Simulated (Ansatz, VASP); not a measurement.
# One calculation of Ag, two programs

Contents of INCAR:

```
ALGO     = Normal         # electronic algorithm
EDIFF    = 1E-7           # SCF threshold, eV
ENCUT    = 520            # plane-wave cutoff, eV
GGA      = PE             # functional
ISIF     = 2              # what is computed and relaxed
ISMEAR   = 0              # smearing method
LASPH    = T              # aspherical terms in the spheres
LCHARG   = F              # write CHGCAR
LREAL    = F              # projectors in reciprocal space
LWAVE    = F              # write WAVECAR
NBANDS   = 12             # bands
NELM     = 100            # most SCF steps
PREC     = Accurate       # precision mode
SIGMA    = 0.15           # smearing width, eV
```

File KPOINTS:

```
k-points
0
Gamma
  24 24 24
```

Contents of POSCAR:

```
Ag
1.0
    0.0000000000      2.0735956984      2.0735956984
    2.0735956984      0.0000000000      2.0735956984
    2.0735956984      2.0735956984      0.0000000000
Ag
1
Direct
    0.0000000000      0.0000000000      0.0000000000
```

Input for Ansatz:

```yaml
crystal:
  lattice:
    - [0.0, 2.073595699, 2.073595699]
    - [2.073595699, 0.0, 2.073595699]
    - [2.073595699, 2.073595699, 0.0]
  atoms:
    - { symbol: Ag, position: [0.0, 0.0, 0.0] }
basis:
  ecutwfc: 420
kpoints:
  mp_grid: { grid: [24, 24, 24] }
hamiltonian:
  xc: pbe
scf:
  occupations: { method: gaussian, width: 0.15 }
output:
  forces: true
  stress: true
  eigenvalues: true
  write_density: true
  write_potential: true
  elf: true
  volumetric_format: npy
```

Alike in both runs: task single point; functional PBE; k mesh 24 × 24 × 24; occupations gaussian, width 0.15 eV; no spin polarisation.

|  | VASP | Ansatz |
| --- | --- | --- |
| version | VASP 6.6.1 | Ansatz 0.2.0 |
| potentials or method | VASP PAW PBE potentials, release 64 (Ag) | scalar-relativistic, plane waves, PAW |
| plane-wave cutoff (eV) | 520 | 420 |
| valence electrons in the cell | 11 | 19 |

|  | VASP | Ansatz | Ansatz less VASP |
| --- | --- | --- | --- |
| gap on the k mesh at the Fermi level (eV) | none | none | - |
| pressure (GPa) | -0.1 | 0.0 | +0.11 |

A gap of «none» marks a metal or a gap that the smearing closes. The two sets of potentials don't hold the same shells in valence.
